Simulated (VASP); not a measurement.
Input of a VASP 6.6.1 run:

Contents of INCAR:

```
SYSTEM = SnS2
PREC = Accurate ; ENCUT = 600
EDIFF = 1E-6 ; ISMEAR = 0
SIGMA = 0.03 ; LREAL = .FALSE.
LASPH = .TRUE. ; NELM = 80
ALGO = Normal ; ISIF = 3
LWAVE = .FALSE. ; LCHARG = .FALSE.
GGA = PE ; IBRION = 2
NSW = 90 ; EDIFFG = -0.01
PSTRESS = 7.0 ; KPAR = 2
```

File KPOINTS:

```
Automatic mesh
0
G
  9 9 5
  0 0 0
```

File POSCAR:

```
SnS2
1.0
    3.6390000000      0.0000000000      0.0000000000
   -1.8195000000      3.1514664444      0.0000000000
    0.0000000000      0.0000000000      5.8680000000
Sn S
1 2
Direct
    0.0000000000      0.0000000000      0.0000000000
    0.3333333333      0.6666666667      0.2500000000
    0.6666666667      0.3333333333      0.7500000000
```

Potentials or basis: VASP PAW PBE potentials, release 64 (Sn_d, S).

Command:

```bash
$ cat potpaw_PBE.64/Sn_d/POTCAR potpaw_PBE.64/S/POTCAR > POTCAR
$ mpirun -np 2 vasp_std > vasp.out
```

Task: What does it give for the space group after relaxing (to 0.05 Å)?

Result: P-3m1 (No. 164).

Task: Estimate the band gap on the k mesh.

Result: 1.55 eV, indirect (least direct gap 1.84 eV).

Task: What does it give for the relaxed volume?

Result: 24.65 Å³/atom.

Final structure:
```
Sn S
1.0
     3.69086    0.00000    0.00000
    -1.84543    3.19638    0.00000
     0.00000    0.00000    6.26808
Sn S
1 2
Direct
  0.00000 0.00000 0.00000
  0.33333 0.66667 0.23580
  0.66667 0.33333 0.76420
```

Caveat: the cell is relaxed towards a set pressure, so the enthalpy falls and the energy may rise; spin-orbit coupling is left out, which moves the levels of the heavy elements; an odd mesh through Γ misses points on the zone boundary, where band edges often lie; this functional lacks dispersion, which binds the layers, so the pressure and a relaxed spacing across them are unreliable. PBE usually gives volumes a little too large and moduli too small.
